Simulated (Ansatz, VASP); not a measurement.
**One calculation of CoSi, two programs**

```xyz
2
Lattice="0.0000 2.3318 2.3318 2.3318 0.0000 2.3318 2.3318 2.3318 0.0000" Properties=species:S:1:pos:R:3 pbc="T T T"
Co    0.0000    0.0000    0.0000
Si    2.3318    2.3318    2.3318
```

Alike in both runs: functional PBE; k mesh 15 × 15 × 15; occupations fermi-dirac, width 0.08 eV; no spin polarisation.

Ansatz relaxed the structure, and its values are those at the end. VASP's run is a single point on that final structure, the one shown.

```csv
,VASP,Ansatz
version,VASP 6.6.1,Ansatz 0.2.0
potentials or method,"VASP PAW PBE potentials, release 64 (Co, Si)","PAW with Ansatz's default frozen-core files, scalar-relativistic"
plane-wave cutoff (eV),520,420
valence electrons in the cell,13,21
```

```csv
,VASP,Ansatz,Ansatz less VASP
pressure (GPa),0.0,0.0,+0.03
```

The two sets of potentials don't hold the same shells in valence.

Spin polarisation is off, so any magnetic state and its effect on volume and gap are missing.
